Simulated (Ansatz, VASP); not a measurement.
One calculation of AlN, two programs

```
Al N
1.0
     3.22411    0.00000    0.00000
    -1.61206    2.79217    0.00000
     0.00000    0.00000    5.16858
Al N
2 2
Direct
  0.66667 0.33333 0.49953
  0.33333 0.66667 0.99953
  0.66667 0.33333 0.88047
  0.33333 0.66667 0.38047
```

Change from the starting cell: equal strain along all axes, cell held, atoms relaxed: +3.0 %.

Alike in both runs: functional PBE; k mesh 12 × 12 × 6; occupations gaussian, width 0.02 eV; no spin polarisation.

Ansatz relaxed the structure, and its values are those at the end. VASP's run is a single point on that final structure, the one shown.

|  | VASP | Ansatz |
| --- | --- | --- |
| version | VASP 6.6.1 | Ansatz 0.2.0 |
| potentials or method | VASP PAW PBE potentials, release 64 (Al, N) | scalar-relativistic, plane waves, PAW |
| plane-wave cutoff (eV) | 520 | 420 |
| valence electrons in the cell | 16 | 16 |

|  | VASP | Ansatz | Ansatz less VASP |
| --- | --- | --- | --- |
| gap on the k mesh at the Fermi level (eV) | 3.30 | 3.30 | -0.004 |
| least direct gap on the mesh (eV) | 3.30 | 3.30 | -0.004 |
| pressure (GPa) | -14.6 | -14.4 | +0.26 |

Ansatz warned: «stress_scf_threshold_loose».

A k mesh can miss the band edges.
